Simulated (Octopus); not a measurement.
Here is an Octopus 16.4 calculation.

inp

```
CalculationMode = gs
UnitsOutput = eV_Angstrom
PeriodicDimensions = 3
ExperimentalFeatures = yes
PseudopotentialSet = pseudodojo_pbe
%LatticeParameters
 1*angstrom | 1*angstrom | 1*angstrom
%
%LatticeVectors
 0 | 2.04275 | 2.04275
 2.04275 | 0 | 2.04275
 2.04275 | 2.04275 | 0
%
%ReducedCoordinates
 "Ag" | 0 | 0 | 0
%
%Spacing
 0.13131294*angstrom | 0.13131294*angstrom | 0.13131294*angstrom
%
DerivativesOrder = 8
%KPointsGrid
 11 | 11 | 11
%
KPointsUseSymmetries = yes
XCFunctional = gga_x_pbe + gga_c_pbe
SmearingFunction = fermi_dirac
Smearing = 0.05*eV
ExtraStates = 7
Eigensolver = chebyshev_filter
ConvRelDens = 3e-7
MaximumIter = 120
%Output
 density | cube
 elf | cube
 potential | cube
%
```

Potentials or basis: pseudodojo_pbe (PseudoDojo 0.5, PBE).

Command:

```console
$ OMP_NUM_THREADS=1 octopus > out.log
```

Problem. Estimate the band gap on the k mesh.

Solution. None (metal or under the smearing width).
